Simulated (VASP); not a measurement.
# Sb (Fm-3m) in VASP: notebook

The runs below take Sb through equation of state, RPA correlation energy, with r2SCAN, PBE.

All numbers are computed with VASP 6.6.1; they aren't measurements. Logs are shortened: lines on timing, memory, paths and dates and some standing lists are left out, and cuts for length are marked.

## (1) The undisturbed crystal

It takes space group Fm-3m (No. 225, cubic). Conventional cell: a = 4.742 Å, b = 4.742 Å, c = 4.742 Å, α = 90.00°, β = 90.00°, γ = 90.00°. Around Sb (site symmetry m-3m) lie 12 Sb at 3.35 Å.

This isn't the form of Sb at room conditions, which is rhombohedral.

## (2) Equation of state, r2SCAN, 25.87 Å³/atom

INCAR

```
SYSTEM = Sb
  PREC = Accurate
  ENCUT = 900
  EDIFF = 1E-8
  ISMEAR = 1
  SIGMA = 0.1
  LREAL = .FALSE.
  LASPH = .TRUE.
  NELM = 100
  ALGO = Normal
  ISIF = 2
  LWAVE = .FALSE.
  LCHARG = .FALSE.
  METAGGA = R2SCAN
  LMIXTAU = .TRUE.
  ADDGRID = .FALSE.
```

KPOINTS

```
regular mesh
0
G
  17 17 17
  0 0 0
```

POSCAR

```
Sb
1.0
    0.0000000000      2.3472889392      2.3472889392
    2.3472889392      0.0000000000      2.3472889392
    2.3472889392      2.3472889392      0.0000000000
Sb
1
Direct
    0.0000000000      0.0000000000      0.0000000000
```

Potentials or basis: VASP PAW PBE potentials, release 64 (Sb).

Run with:

```sh
> cat potpaw_PBE.64/Sb/POTCAR > POTCAR
> mpirun -np 1 vasp_std > vasp.out
```

OUTCAR:

```text
SYSTEM = Sb
   PREC = Accurate
   ENCUT = 900
   EDIFF = 1E-8
   ISMEAR = 1
   LREAL = .FALSE.
   LASPH = .TRUE.
   NELM = 100
   ISIF = 2
   METAGGA = R2SCAN

 ion  position               nearest neighbor table
   1  0.000  0.000  0.000-

  LATTYP: Found a face centered cubic cell.
 ALAT       =     4.6945778784

  Lattice vectors:

 A1 = (   0.0000000000,   2.3472889392,   2.3472889392)
 A2 = (   2.3472889392,   0.0000000000,   2.3472889392)
 A3 = (   2.3472889392,   2.3472889392,   0.0000000000)

Analysis of symmetry for initial positions (statically):
=====================================================================
 Subroutine PRICEL returns:
 Original cell was already a primitive cell.

 Routine SETGRP: Setting up the symmetry group for a
 face centered cubic supercell.

 Subroutine GETGRP returns: Found 48 space group operations
 (whereof 48 operations were pure point group operations)
 out of a pool of 48 trial point group operations.

The static configuration has the point symmetry O_h .

Analysis of symmetry for dynamics (positions and initial velocities):
=====================================================================
 Subroutine PRICEL returns:
 Original cell was already a primitive cell.

 Routine SETGRP: Setting up the symmetry group for a
 face centered cubic supercell.

 Subroutine GETGRP returns: Found 48 space group operations
 (whereof 48 operations were pure point group operations)
 out of a pool of 48 trial point group operations.

The dynamic configuration has the point symmetry O_h .

 Subroutine INISYM returns: Found 48 space group operations
 (whereof 48 operations are pure point group operations),
 and found     1 'primitive' translations

----------------------------------------------------------------------------------------

                                     Primitive cell

  volume of cell :      25.8660

  direct lattice vectors                    reciprocal lattice vectors
     0.000000000  2.347288939  2.347288939    -0.213011697  0.213011697  0.213011697
     2.347288939  0.000000000  2.347288939     0.213011697 -0.213011697  0.213011697
     2.347288939  2.347288939  0.000000000     0.213011697  0.213011697 -0.213011697

  length of vectors
     3.319567853  3.319567853  3.319567853     0.368947082  0.368947082  0.368947082

  position of ions in fractional coordinates (direct lattice)
     0.000000000  0.000000000  0.000000000

  ion indices of the primitive-cell ions
   primitive index   ion index
                 1           1

----------------------------------------------------------------------------------------

 KPOINTS: regular mesh

Automatic generation of k-mesh.
 Grid dimensions read from file:
 generate k-points for:   17   17   17

 Generating k-lattice:

  Cartesian coordinates                     Fractional coordinates (reciprocal lattice)
    -0.012530100  0.012530100  0.012530100     0.058823529  0.000000000  0.000000000
     0.012530100 -0.012530100  0.012530100     0.000000000  0.058823529  0.000000000
     0.012530100  0.012530100 -0.012530100     0.000000000  0.000000000  0.058823529

  Length of vectors
     0.021702770  0.021702770  0.021702770

  Shift w.r.t. Gamma in fractional coordinates (k-lattice)
     0.000000000  0.000000000  0.000000000

 Subroutine IBZKPT returns following result:
 ===========================================

 Found    165 irreducible k-points:

 Following reciprocal coordinates:
            Coordinates               Weight
  0.000000  0.000000  0.000000      1.000000
  0.058824  0.000000  0.000000      8.000000
  0.117647  0.000000  0.000000      8.000000
  0.176471  0.000000  0.000000      8.000000
  0.235294  0.000000  0.000000      8.000000
  0.294118  0.000000  0.000000      8.000000
[... 16 lines left out ...]
 -0.176471  0.058824  0.000000     24.000000
 -0.117647  0.058824  0.000000     24.000000
 [... further k-points ...]
   k-points           NKPTS =    165   k-points in BZ     NKDIM =    165   number of bands    NBANDS=      6
   number of dos      NEDOS =    301   number of ions     NIONS =      1
   total plane-waves  NPLWV =  32768
   dimension x,y,z NGX =    32 NGY =   32 NGZ =   32
   dimension x,y,z NGXF=    64 NGYF=   64 NGZF=   64
   ions per type =               1
   NGX,Y,Z   is equivalent  to a cutoff of  16.03, 16.03, 16.03 a.u.
   NGXF,Y,Z  is equivalent  to a cutoff of  32.05, 32.05, 32.05 a.u.
 SYSTEM =  Sb
   PREC   = accura    normal or accurate (medium, high low for compatibility)
   ISTART =      0    job   : 0-new  1-cont  2-samecut
   ICHARG =      2    charge: 1-file 2-atom 10-const
   ISPIN  =      1    spin polarized calculation?
   LNONCOLLINEAR =      F non collinear calculations
   LSORBIT =      F    spin-orbit coupling
   LASPH  =      T    aspherical Exc in radial PAW
   ENCUT  =  900.0 eV  66.15 Ry    8.13 a.u.   8.12  8.12  8.12*2*pi/ulx,y,z
   NELM   =    100;   NELMIN=  2; NELMDL= -5     # of ELM steps
   EDIFF  = 0.1E-07   stopping-criterion for ELM
   LREAL  =      F    real-space projection
   EDIFFG = 0.1E-06   stopping-criterion for IOM
   NSW    =      0    number of steps for IOM
   IBRION =     -1    ionic relax: 0-MD 1-quasi-New 2-CG
   NFREE  =      0    steps in history (QN), initial steepest desc. (CG)
   ISIF   =      2    stress and relaxation
   ISYM   =      2    0-nonsym 1-usesym 2-fastsym
   POTIM  = 0.5000    time-step for ionic-motion
   TEBEG  =    0.0;   TEEND  =   0.0 temperature during run
   PSTRESS=    0.0 pullay stress
   NELECT =       5.0000    total number of electrons
   NUPDOWN=      -1.0000    fix difference up-down
   EMIN   =  10.00;   EMAX   =-10.00  energy-range for DOS
   EFERMI =   0.00;   METHOD = LEGACY
   ISMEAR =     1;   SIGMA  =   0.10  broadening in eV -4-tet -1-fermi 0-gaus
   EFERMI_NEDOS =   21; number of points for ismear=-14 and -15
   IALGO  =     38    algorithm
   IMIX   =      4    mixing-type and parameters
     AMIX     =   0.40;   BMIX     =  1.00
     AMIX_MAG =   1.60;   BMIX_MAG =  1.00
  volume/ion in A,a.u.               =      25.87       174.55
  Fermi-wavevector in a.u.,A,eV,Ry     =   0.946575  1.788767 12.190873  0.896004
  Thomas-Fermi vector in A             =   2.074586
   LORBIT       =      0    0 simple, 1 ext, 2 COOP (PROOUT), +10 PAW based schemes
   METAGGA = R2SCAN    functional components
   LHFCALC =     F    Hartree Fock is set to
   AEXX    =    0.0000 exact exchange contribution
   IVDW    =     0    specifies the selected vdW correction
   LEPSILON=     F    determine dielectric tensor
   LRPA    =     F    only Hartree local field effects (RPA)
 non-spin polarized calculation
 Methfessel and Paxton  Order N= 1 SIGMA  =   0.10
  energy-cutoff  :      900.00
  volume of cell :       25.87
 maximum number of plane-waves:      1603
   NGX = 17   NGY = 17   NGZ = 17

 number of electron       5.0000000 magnetization

 Free energy of the ion-electron system (eV)
  ---------------------------------------------------
  ext. energy  EPLUGINS =         0.00000000
  ---------------------------------------------------
  free energy    TOTEN  =       -25.21338524 eV

  energy without entropy =      -25.21244679  energy(sigma->0) =      -25.21307242

 E-fermi :   9.0480     XC(G=0): -11.0249

 val. band max:        9.0297340907   @ k =  -0.4706   0.4706   0.0588
 cond. band min:       9.0520204614   @ k =  -0.2941   0.1765   0.0000
 fundamental gap:      0.0222863707
 Fermi energy:         9.0480304984

 k-point     1 :       0.0000    0.0000    0.0000
  band No.  band energies     occupation
      1      -4.9141      2.00000
      2      14.9637      0.00000
      3      14.9637      0.00000
      4      14.9637      0.00000
      5      19.5624      0.00000
      6      19.5624      0.00000

 k-point     2 :       0.0588    0.0000    0.0000
  band No.  band energies     occupation
      1      -4.8386      2.00000
      2      14.2059      0.00000
      3      14.8524      0.00000
      4      14.8524      0.00000
      5      18.9059      0.00000
      6      19.7392      0.00000

 k-point     3 :       0.1176    0.0000    0.0000
  band No.  band energies     occupation
      1      -4.6124      2.00000
      2      12.5315      0.00000
      3      14.5706      0.00000
      4      14.5706      0.00000
      5      18.4805      0.00000
      6      20.1720      0.00000

 k-point     4 :       0.1765    0.0000    0.0000
  band No.  band energies     occupation
      1      -4.2369      2.00000
      2      10.6041     -0.00000
      3      14.2155      0.00000
      4      14.2155      0.00000
      5      18.2048      0.00000
      6      20.4862      0.00000

 k-point     5 :       0.2353    0.0000    0.0000
  band No.  band energies     occupation
      1      -3.7155      2.00000
      2       8.6749      2.00000
      3      13.8605      0.00000
      4      13.8605      0.00000
      5      18.0225      0.00000
      6      20.1857      0.00000
[... 136 lines left out ...]
 k-point    21 :      -0.2941    0.0588    0.0000
  band No.  band energies     occupation
      1      -2.7434      2.00000
      2       6.3190      2.00000
      3      12.4108      0.00000
      4      13.8090      0.00000
      5      18.3513      0.00000
      6      19.1243      0.00000

 k-point    22 :      -0.2353    0.0588    0.0000
  band No.  band energies     occupation
      1      -3.4442      2.00000
      2       8.0993      2.00000
      3      12.6403      0.00000
      4      14.2102      0.00000
      5      18.3884      0.00000
      6      19.6754      0.00000

 k-point    23 :      -0.1765    0.0588    0.0000
  band No.  band energies     occupation
      1      -4.0123      2.00000
      2       9.9895     -0.00000
      3      12.9747      0.00000
      4      14.5923      0.00000
      5      18.4712      0.00000
      6      20.0653      0.00000

 k-point    24 :      -0.1176    0.0588    0.0000
  band No.  band energies     occupation
      1      -4.4367      2.00000
      2      11.8974      0.00000
      3      13.4080      0.00000
      4      14.8847      0.00000
      5      18.5604      0.00000
      6      19.9616      0.00000

 [... further k-points ...]

------------------------ aborting loop because EDIFF is reached ----------------------------------------

  FORCE on cell =-STRESS in cart. coord.  units (eV):
  Direction    XX          YY          ZZ          XY          YZ          ZX
  --------------------------------------------------------------------------------------
  -------------------------------------------------------------------------------------
  Total        0.5639912      0.5639912      0.5639912     -0.0000000     -0.0000000      0.0000000
  in kB       34.9344002     34.9344002     34.9344002     -0.0000000     -0.0000000      0.0000000
  external PRESSURE =      34.9344002 kB  Pullay stress =       0.0000000 kB

 VOLUME and BASIS-vectors are now :
 -----------------------------------------------------------------------------
  energy-cutoff  :      900.00
  volume of cell :       25.87
      direct lattice vectors                 reciprocal lattice vectors
     0.000000000  2.347288939  2.347288939    -0.213011697  0.213011697  0.213011697
     2.347288939  0.000000000  2.347288939     0.213011697 -0.213011697  0.213011697
     2.347288939  2.347288939  0.000000000     0.213011697  0.213011697 -0.213011697

 POSITION                                       TOTAL-FORCE (eV/Angst)
 -----------------------------------------------------------------------------------
      0.00000      0.00000      0.00000         0.000000      0.000000      0.000000
 -----------------------------------------------------------------------------------
    total drift:                               -0.000000      0.000000      0.000000

  FREE ENERGIE OF THE ION-ELECTRON SYSTEM (eV)
  ---------------------------------------------------
  free  energy   TOTEN  =       -25.2133852403 eV

  energy  without entropy=      -25.2124467907  energy(sigma->0) =      -25.21307242
```

It took 81 s on 1 thread of Intel Xeon 6975P-C (Granite Rapids), shared host; peak memory 0.24 GiB.

Results:

```yaml
Free_energy: -25.2134 eV
Pressure: 3.5 GPa
Band_gap_on_the_k_mesh: none (metal or under the smearing width)
```

Caveat: the PAW data sets were made with another functional, which shifts forces and pressure a little.

## (3) Equation of state, r2SCAN, 27.47 Å³/atom

INCAR is that of step 2.

KPOINTS is that of step 2.

POSCAR

```
Sb
1.0
    0.0000000000      2.3947216973      2.3947216973
    2.3947216973      0.0000000000      2.3947216973
    2.3947216973      2.3947216973      0.0000000000
Sb
1
Direct
    0.0000000000      0.0000000000      0.0000000000
```

Potentials or basis: VASP PAW PBE potentials, release 64 (Sb).

Run with:

```sh
> cat potpaw_PBE.64/Sb/POTCAR > POTCAR
> mpirun -np 1 vasp_std > vasp.out
```

It took 3 min on 1 thread of Intel Xeon 6975P-C (Granite Rapids), shared host; peak memory 0.27 GiB.

Results (log left out):

| Quantity | Value |
| --- | --- |
| Free energy | -25.2265 eV |
| Pressure | -0.6 GPa |
| Band gap on the k mesh | none (metal or under the smearing width) |

Caveat: the PAW data sets were made with another functional, which shifts forces and pressure a little.

## (4) Equation of state, r2SCAN, 25.87 Å³/atom

INCAR: that of step 3 with these lines changed.

```diff
@@ -2,4 +2,4 @@
   PREC = Accurate
-  ENCUT = 900
-  EDIFF = 1E-8
+  ENCUT = 250
+  EDIFF = 1E-6
   ISMEAR = 1
```

KPOINTS

```
regular mesh
0
G
  3 3 3
  0 0 0
```

POSCAR

```
Sb
1.0
    0.0000000000      2.3472889392      2.3472889392
    2.3472889392      0.0000000000      2.3472889392
    2.3472889392      2.3472889392      0.0000000000
Sb
1
Direct
    0.0000000000      0.0000000000      0.0000000000
```

Run with:

```sh
> cat potpaw_PBE.64/Sb/POTCAR > POTCAR
> mpirun -np 1 vasp_std > vasp.out
```

Run time: 4.2 s. Hardware: 1 thread of Intel Xeon 6975P-C (Granite Rapids), shared host; peak memory 0.11 GiB.

These settings aren't checked as converged: the numbers below hold their error.

Results:

| Item | Value |
| --- | --- |
| Free energy | -25.9086 eV |
| Pressure | 2.9 GPa |
| Band gap on the k mesh | none (metal or under the smearing width) |

Caveat: the k mesh is coarse (spacing up to 0.77 Å⁻¹), so the values aren't converged; the PAW data sets were made with another functional, which shifts forces and pressure a little.

## (5) Equation of state, r2SCAN, 27.47 Å³/atom

INCAR is that of step 4.

KPOINTS is that of step 4.

POSCAR

```
Sb
1.0
    0.0000000000      2.3947216973      2.3947216973
    2.3947216973      0.0000000000      2.3947216973
    2.3947216973      2.3947216973      0.0000000000
Sb
1
Direct
    0.0000000000      0.0000000000      0.0000000000
```

Run with:

```sh
> cat potpaw_PBE.64/Sb/POTCAR > POTCAR
> mpirun -np 1 vasp_std > vasp.out
```

It took 4.2 s on 1 thread of Intel Xeon 6975P-C (Granite Rapids), shared host; peak memory 0.11 GiB.

These settings aren't checked as converged: the numbers below hold their error.

What came out:

```yaml
Free_energy: -25.9137 eV
Pressure: -1.7 GPa
Band_gap_on_the_k_mesh: none (metal or under the smearing width)
```

Caveat: the k mesh is coarse (spacing up to 0.76 Å⁻¹), so the values aren't converged; the PAW data sets were made with another functional, which shifts forces and pressure a little.

## (6) Equation of state, r2SCAN, 25.87 Å³/atom

INCAR: that of step 5 with these lines changed.

```diff
@@ -2,3 +2,3 @@
   PREC = Accurate
-  ENCUT = 250
+  ENCUT = 300
   EDIFF = 1E-6
```

KPOINTS is that of step 5.

POSCAR

```
Sb
1.0
    0.0000000000      2.3472889392      2.3472889392
    2.3472889392      0.0000000000      2.3472889392
    2.3472889392      2.3472889392      0.0000000000
Sb
1
Direct
    0.0000000000      0.0000000000      0.0000000000
```

Potentials or basis: VASP PAW PBE potentials, release 64 (Sb).

Run with:

```sh
> cat potpaw_PBE.64/Sb/POTCAR > POTCAR
> mpirun -np 1 vasp_std > vasp.out
```

Run time: 4 s. Hardware: 1 thread of Intel Xeon 6975P-C (Granite Rapids), shared host; peak memory 0.12 GiB.

The run converged, but some of its settings lie outside the range that counts as converged, so its numbers aren't taken as properties of the crystal.

Results:

```
Free energy            : -25.9100 eV
Pressure               : 2.9 GPa
Band gap on the k mesh : none (metal or under the smearing width)
```

Caveat: the k mesh is coarse (spacing up to 0.77 Å⁻¹), so the values aren't converged; the PAW data sets were made with another functional, which shifts forces and pressure a little.

## (7) Equation of state, r2SCAN, 27.47 Å³/atom

INCAR is that of step 6.

KPOINTS is that of step 6.

POSCAR

```
Sb
1.0
    0.0000000000      2.3947216973      2.3947216973
    2.3947216973      0.0000000000      2.3947216973
    2.3947216973      2.3947216973      0.0000000000
Sb
1
Direct
    0.0000000000      0.0000000000      0.0000000000
```

Run with:

```sh
> cat potpaw_PBE.64/Sb/POTCAR > POTCAR
> mpirun -np 1 vasp_std > vasp.out
```

Run time: 4 s. Hardware: 1 thread of Intel Xeon 6975P-C (Granite Rapids), shared host; peak memory 0.12 GiB.

The run converged, but some of its settings lie outside the range that counts as converged, so its numbers aren't taken as properties of the crystal.

What came out:

```
Free energy            : -25.9150 eV
Pressure               : -1.7 GPa
Band gap on the k mesh : none (metal or under the smearing width)
```

Caveat: the k mesh is coarse (spacing up to 0.76 Å⁻¹), so the values aren't converged; the PAW data sets were made with another functional, which shifts forces and pressure a little.

## (8) Equation of state, r2SCAN, 25.87 Å³/atom

INCAR: that of step 7 with these lines changed.

```diff
@@ -2,3 +2,3 @@
   PREC = Accurate
-  ENCUT = 300
+  ENCUT = 350
   EDIFF = 1E-6
```

KPOINTS is that of step 7.

POSCAR

```
Sb
1.0
    0.0000000000      2.3472889392      2.3472889392
    2.3472889392      0.0000000000      2.3472889392
    2.3472889392      2.3472889392      0.0000000000
Sb
1
Direct
    0.0000000000      0.0000000000      0.0000000000
```

Run with:

```sh
> cat potpaw_PBE.64/Sb/POTCAR > POTCAR
> mpirun -np 1 vasp_std > vasp.out
```

It took 4.1 s on 1 thread of Intel Xeon 6975P-C (Granite Rapids), shared host; peak memory 0.12 GiB.

The run converged, but some of its settings lie outside the range that counts as converged, so its numbers aren't taken as properties of the crystal.

Results:

```yaml
Free_energy: -25.9107 eV
Pressure: 2.8 GPa
Band_gap_on_the_k_mesh: none (metal or under the smearing width)
```

Caveat: the k mesh is coarse (spacing up to 0.77 Å⁻¹), so the values aren't converged; the PAW data sets were made with another functional, which shifts forces and pressure a little.

## (9) Equation of state, r2SCAN, 27.47 Å³/atom

INCAR is that of step 8.

KPOINTS is that of step 8.

POSCAR

```
Sb
1.0
    0.0000000000      2.3947216973      2.3947216973
    2.3947216973      0.0000000000      2.3947216973
    2.3947216973      2.3947216973      0.0000000000
Sb
1
Direct
    0.0000000000      0.0000000000      0.0000000000
```

Potentials or basis: VASP PAW PBE potentials, release 64 (Sb).

Run with:

```sh
> cat potpaw_PBE.64/Sb/POTCAR > POTCAR
> mpirun -np 1 vasp_std > vasp.out
```

Wall time 5 s (1 thread of Intel Xeon 6975P-C (Granite Rapids), shared host); peak memory 0.13 GiB.

These settings aren't checked as converged: the numbers below hold their error.

Results:

```
Free energy            : -25.9157 eV
Pressure               : -1.7 GPa
Band gap on the k mesh : none (metal or under the smearing width)
```

Caveat: the k mesh is coarse (spacing up to 0.76 Å⁻¹), so the values aren't converged; the PAW data sets were made with another functional, which shifts forces and pressure a little.

## (10) Equation of state, r2SCAN, 25.87 Å³/atom

INCAR: that of step 9 with these lines changed.

```diff
@@ -2,3 +2,3 @@
   PREC = Accurate
-  ENCUT = 350
+  ENCUT = 450
   EDIFF = 1E-6
```

KPOINTS is that of step 9.

POSCAR

```
Sb
1.0
    0.0000000000      2.3472889392      2.3472889392
    2.3472889392      0.0000000000      2.3472889392
    2.3472889392      2.3472889392      0.0000000000
Sb
1
Direct
    0.0000000000      0.0000000000      0.0000000000
```

Run with:

```sh
> cat potpaw_PBE.64/Sb/POTCAR > POTCAR
> mpirun -np 1 vasp_std > vasp.out
```

Wall time 4.5 s (1 thread of Intel Xeon 6975P-C (Granite Rapids), shared host); peak memory 0.14 GiB.

The run converged, but some of its settings lie outside the range that counts as converged, so its numbers aren't taken as properties of the crystal.

What came out:

- Free energy: -25.9117 eV
- Pressure: 2.9 GPa
- Band gap on the k mesh: none (metal or under the smearing width)

Caveat: the k mesh is coarse (spacing up to 0.77 Å⁻¹), so the values aren't converged; the PAW data sets were made with another functional, which shifts forces and pressure a little.

(Continued in part 2 of 7.)
